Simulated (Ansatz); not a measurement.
A calculation with Ansatz 0.2.0 of Sc (ASE script, structure from a POSCAR):

Contents of run.py:

```python
import json

import ase.io
import numpy as np

import ansatz as az

atoms = ase.io.read("POSCAR", format="vasp")

calculation = (
    az.Crystal.from_ase(atoms)
    .calculation()
    .kpoints(6, 6, 8)
    .functional("pbesol", dispersion="d4")
    .pseudopotentials(kind="paw", accuracy="standard", xc_functional="lda")
    .occupations(method="tetrahedron")
    .xc_energy_on_converged_density(("lda", "pbe", "rpbe", "revpbe", "blyp", "r2scan"))
    .forces()
    .stress()
)
outcome = calculation.run(threads=2, events_out="events.jsonl")

report = outcome.report
for line in open("events.jsonl"):
    event = json.loads(line)
    if event["event"] == "scf_iter":
        d = event["data"]
        print(f"SCF {d['iter']:3d}  HF = {d['harris_foulkes_ev']:.6f} eV  dr2 = {d['dr2_ev']:.2e} eV")
    elif event["event"] in ("relax_step", "md_step"):
        d = event["data"]
        print(f"{event['event']} {d['step']:3d}  E = {d['lagrangian_ev']:.6f} eV")
np.set_printoptions(precision=5, suppress=True, linewidth=110)
print("converged:", report["converged"], "after", report["n_iterations"], "iterations")
print(f"free energy {report['free_energy_ev']:.6f} eV, Fermi level {report['fermi_energy_ev']:.4f} eV")
for key in ("band_edges_ev", "magnetization_mub", "site_moments_mub", "site_moments_nc_mub", "forces_ev_ang",
                "stress_gpa"):
    if report.get(key) is not None:
        print(key, np.array(report[key]), sep="\n")
```

POSCAR

```
Sc
1.0
    4.4040490344     -2.5002670000      0.0000000000
    4.4040490344      2.5002670000      0.0000000000
   -0.0034756338      0.0000000000      3.2007192820
Sc
3
Direct
    0.6667660000      0.6667660000      0.0048920000
    0.0000000000      0.0000000000      0.5000000000
    0.3332340000      0.3332340000      0.9951080000
```

Potentials or basis: JTH PAW LDA.

The run is started by

```console
$ python run.py
```

This isn't the form of Sc at room conditions, which is hcp.

Question: Write the same calculation in another form: native input, structure typed inline.

Answer: As run:

File input.yaml:

```yaml
crystal:
  lattice:
    - [4.4040490344, -2.500267, 0.0]
    - [4.4040490344, 2.500267, 0.0]
    - [-0.0034756338, 0.0, 3.200719282]
  atoms:
    - { symbol: Sc, position: [0.666766, 0.666766, 0.004892] }
    - { symbol: Sc, position: [0.0, 0.0, 0.5] }
    - { symbol: Sc, position: [0.333234, 0.333234, 0.995108] }
hamiltonian:
  xc: pbesol
  pseudopotentials: { kind: paw, xc_functional: lda, accuracy: standard }
  dispersion: d4
kpoints:
  mp_grid: { grid: [6, 6, 8] }
scf:
  occupations: { method: tetrahedron }
output:
  forces: true
  stress: true
  xc_energy_on_converged_density: [lda, pbe, rpbe, revpbe, blyp, r2scan]
```

Potentials or basis: JTH PAW LDA.

Launch:

```console
$ ansatz run input.yaml --threads 2 --pin off --max-ram 5120MiB --backend cpu --events-out ev --progress --plain --runs-dir out
```

Both were run:

|  | ASE script, structure from a POSCAR | native input, structure typed inline |
| --- | --- | --- |
| Pressure | -1.2 GPa | -1.2 GPa |
| Largest force | 0.049 eV/Å | 0.049 eV/Å |
| Band gap on the k mesh | none (metal or under the smearing width) | none (metal or under the smearing width) |

Keys that steer only the numerical path or the files written may differ.

Caveat: pairwise dispersion overbinds metals, which lowers pressure and volume; with tetrahedron occupations forces and stress needn't match the slope of the energy.
